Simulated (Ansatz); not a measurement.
# Structures of VSi$_{2}$: which is lowest?

Plane-wave DFT in Ansatz with scalar-relativistic PAW potentials, cutoff 420 eV, Γ-centred meshes chosen by cell and gap, Gaussian smearing with energies taken to zero width. Every cell was relaxed (cell and atoms) in a run of its own, within the symmetry of its start. Functional: PBEsol.

Relaxed structures (starts from databases or built by putting these elements on another compound's sites):
A. Cmcm, 6 atoms in the computed cell, a = 3.367 Å, b = 12.792 Å, c = 3.548 Å; sites (symmetry × multiplicity) V m2m × 4, Si m2m × 4 + m2m × 4; start: built
B. Fddd, 6 atoms in the computed cell, a = 4.507 Å, b = 7.928 Å, c = 8.358 Å; sites (symmetry × multiplicity) V 222 × 8, Si .2. × 16; start: built
C. P6_422, 9 atoms in the computed cell, a = 4.522 Å, c = 6.323 Å; sites (symmetry × multiplicity) V 222 × 3, Si ..2 × 6; start: database
D. I4/mmm, 3 atoms in the computed cell, a = 3.111 Å, c = 7.754 Å; sites (symmetry × multiplicity) Si 4mm × 4, V 4/mmm × 2; start: built

Task: Rank them by energy. Could pressure change the order?

Result:
| structure | group | E − E(lowest) (meV/atom) | V (Å³/atom) | gap on mesh (eV) |
| --- | --- | --- | --- | --- |
| C | P6_422 | 0.0 | 12.44 | 0.00 |
| B | Fddd | 24.5 | 12.44 | 0.00 |
| D | I4/mmm | 68 | 12.50 | 0.00 |
| A | Cmcm | 200 | 12.73 | 0.00 |

C is lowest, 25 meV/atom under B. The two lowest differ in volume by under 3 %, too little for a first-order estimate of what pressure does to that pair (other pairs aren't weighed here); with rigid cells even 3 % in favour of the higher one would need about 11 GPa. Other structures may lie lower than all of these, and vibrations aren't counted.